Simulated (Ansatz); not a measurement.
**InAs: a tetragonal deformation path**

This session takes InAs and sets out to follow a tetragonal deformation at fixed volume.

The COD entry's cell or inner coordinates are ideal or old and differ from later refinements, so a difference from it is no clean test against experiment.

Computed with Ansatz 0.2.0 (DFT PBEsol, scalar-relativistic, plane waves, PAW, unless a step's input says otherwise).

## (1) The starting structure

The structure is cubic, space group F-43m (No. 216). Conventional cell: a = 6.048 Å, b = 6.048 Å, c = 6.048 Å, α = 90.00°, β = 90.00°, γ = 90.00°. In (site symmetry -43m) has 4 As at 2.62 Å in its first shell of neighbours. As (site symmetry -43m) is surrounded by 4 In at 2.62 Å.

Structure file:

```
CELL_PARAMETERS angstrom
0.00000 3.02400 3.02400
3.02400 0.00000 3.02400
3.02400 3.02400 0.00000
ATOMIC_POSITIONS crystal
In 0.00000 0.00000 0.00000
As 0.75000 0.75000 0.75000
```

No relaxation comes first: the listed cell is the starting point.

## (2) Zero of energy

The reference gives a free energy of -10338.8252 eV, pressure 1.12 GPa, largest force 0.000 eV/Å and gap on the mesh none (metal). It was computed beforehand with the settings of the runs below.

## (3) The scan: a tetragonal deformation path

At fixed volume and fractional coordinates, lengths along (0.000, 0.000, 1.000) are scaled against those across it; ρ is that ratio over its starting value.

## (4) At ρ = 0.707

File input.yaml:

```yaml
crystal:
  lattice:
    - [0.0, 3.3944961119, 2.3999087511]
    - [3.3944961119, 0.0, 2.3999087511]
    - [3.3944961119, 3.3944961119, 0.0]
  atoms:
    - { symbol: In, position: [0.0, 0.0, 0.0] }
    - { symbol: As, position: [0.75, 0.75, 0.75] }
basis:
  ecutwfc: 420
kpoints:
  mp_grid: { grid: [16, 16, 16] }
hamiltonian:
  xc: pbesol
scf:
  occupations: { method: gaussian, width: 0.15 }
output:
  forces: true
  stress: true
  eigenvalues: true
```

The run is started by

```console
> ansatz run input.yaml --threads 1 --pin off --max-ram 2560MiB --backend cpu --events-out ev --progress --plain --runs-dir out
```

Further runs follow: point ρ = 1.414; At ρ = 0.850; point ρ = 1.200; ρ = 0.780; At ρ = 1.300; ρ = 0.920; At ρ = 1.100; ρ = 0.650; At ρ = 1.500; ρ = 0.960; At ρ = 1.050.

Q: Predict the outcome of this session. Wanted: highest point.

The runs gave:

| quantity | value |
| --- | --- |
| highest point | 402.4 meV/atom at ρ = 1.500 |

What this shows: The undisturbed cell stays the lowest of the sampled points. No further minimum shows among the sampled points. A gap opens on the mesh, up to 0.14 eV.

Spin-orbit coupling is left out, though the cell holds In; it can move the gap.
